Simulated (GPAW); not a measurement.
A run of GPAW 26.7.0 is set up as follows.

The input run.py:

```python
from ase import Atoms
from ase.dft.bandgap import bandgap
from ase.io import write
from ase.units import GPa
from gpaw import GPAW, PW

atoms = Atoms(['Pt', 'Pt'],
              cell=[[2.7606656158, 0.0, 0.0],
                    [-1.3803328079, 2.3908065546, 0.0],
                    [0.0, 0.0, 4.792134]],
              scaled_positions=[[0.3333333333, 0.6666666667, 0.25],
                                [0.6666666667, 0.3333333333, 0.75]],
              pbc=True)

calc = GPAW(mode=PW(600),
            xc='LDA',
            kpts={'size': (9, 9, 5), 'gamma': True},
            occupations={'name': 'fermi-dirac', 'width': 0.05},
            nbands=29,
            convergence={'density': 1e-05, 'energy': 1e-05},
            maxiter=150,
            txt='gpaw.txt')
atoms.calc = calc
energy = atoms.get_potential_energy()
forces = atoms.get_forces()
stress = atoms.get_stress()
calc.write('gs.gpw')
write('result.traj', atoms)
print(f'Energy: {energy:.6f} eV')
print('Forces (eV/A):')
print(forces.round(4))
print('Stress (GPa):', (stress / GPa).round(3))
print('Fermi level:', round(calc.get_fermi_level(), 4), 'eV')
print(f'Gap: {bandgap(calc)[0]:.4f} eV, direct: {bandgap(calc, direct=True)[0]:.4f} eV')

path = atoms.cell.bandpath('GMKGALHA,LM,KH', npoints=60, eps=1e-4)
bs_calc = calc.fixed_density(kpts=path, symmetry='off', nbands=41,
                             convergence={'bands': 'CBM+6.0', 'eigenstates': 1e-6}, txt='bands.txt')
bs = bs_calc.band_structure()
bs.write('bs.json')
print(f'Gap on the path: {bandgap(bs_calc)[0]:.4f} eV')
```

Potentials or basis: the program's PAW data sets (release 1.2.1) made for this functional, pw.

The run is started by

```console
$ OMP_NUM_THREADS=1 python run.py
```

What does it give for the pressure?

-16.7 GPa.

Predict the band gap along the path.

none (metal or under the smearing width).

Levels at the corners of the path, in eV from the Fermi level:
```tsv
point	band 12	band 13	band 14	band 15	band 16	band 17	band 18	band 19
Γ	-3.05	-3.05	-1.80	-1.80	-0.72	-0.23	-0.23	4.65
M	-2.93	-2.58	0.00	0.28	0.48	2.25	3.73	7.28
K	-3.61	-2.56	-0.77	-0.77	-0.72	4.41	4.41	5.84
Γ	-3.05	-3.05	-1.80	-1.80	-0.72	-0.23	-0.23	4.65
A	-3.40	-3.40	-3.40	-0.80	-0.80	-0.80	-0.80	11.94
L	-1.80	-0.86	-0.86	0.39	0.39	1.70	1.70	6.45
H	-3.63	-2.39	-2.39	-0.20	-0.20	6.55	6.55	6.58
A	-3.40	-3.40	-3.40	-0.80	-0.80	-0.80	-0.80	11.94
L	-1.80	-0.86	-0.86	0.39	0.39	1.70	1.70	6.45
M	-2.93	-2.58	0.00	0.28	0.48	2.25	3.73	7.28
K	-3.61	-2.56	-0.77	-0.77	-0.72	4.41	4.41	5.84
H	-3.63	-2.39	-2.39	-0.20	-0.20	6.55	6.55	6.58
```

Caveat: spin-orbit coupling is left out, which moves the levels of the heavy elements.
